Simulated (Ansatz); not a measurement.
# BN: the cost of one run

Computed with Ansatz 0.2.0 (DFT PBE, scalar-relativistic, plane waves, PAW, unless a step's input says otherwise).

2 further runs of the same task are left out: 2 that didn't finish. Runs told in other sessions of the task aren't counted.

## Step 1: The starting structure

The structure is hexagonal, space group P6_3/mmc (No. 194). The conventional cell has a = 2.512 Å, b = 2.512 Å, c = 6.683 Å, α = 90.00°, β = 90.00°, γ = 120.00°. Around B (site symmetry -6m2) lie 3 N at 1.45 Å. N (site symmetry -6m2) is surrounded by 3 B at 1.45 Å.

Structure file:

```xyz
4
Lattice="2.5123 0.0000 0.0000 -1.2562 2.1757 0.0000 0.0000 0.0000 6.6833" Properties=species:S:1:pos:R:3 pbc="T T T"
B     0.0000    1.4505    1.6708
B     1.2562    0.7252    5.0125
N     0.0000    1.4505    5.0125
N     1.2562    0.7252    1.6708
```

## Step 2: Relaxing cell and atoms

File input.yaml:

```yaml
crystal:
  lattice:
    - [2.5123106747, 0.0, 0.0]
    - [-1.2561553374, 2.1757248665, 0.0]
    - [0.0, 0.0, 6.6833303951]
  atoms:
    - { symbol: B, position: [0.3333333333, 0.6666666667, 0.25] }
    - { symbol: B, position: [0.6666666667, 0.3333333333, 0.75] }
    - { symbol: "N", position: [0.3333333333, 0.6666666667, 0.75] }
    - { symbol: "N", position: [0.6666666667, 0.3333333333, 0.25] }
basis:
  ecutwfc: 420
  ecutrho_ratio: 4
kpoints:
  mp_grid: { grid: [16, 16, 6] }
hamiltonian:
  xc: pbe
scf:
  occupations: { method: gaussian, width: 0.05 }
output:
  forces: true
  stress: true
  eigenvalues: true
relax:
  f_tol: 0.01
  max_steps: 60
  cell: { stress_tol: 0.04 }
```

Command:

```sh
> ansatz run input.yaml --threads 2 --pin off --max-ram 2662MiB --backend cpu --events-out ev --progress --plain --runs-dir out
```

What time and memory should one allow on 2 threads of Arm Neoverse V2, shared host?

About 46 s, with a peak of 0.35 GiB.
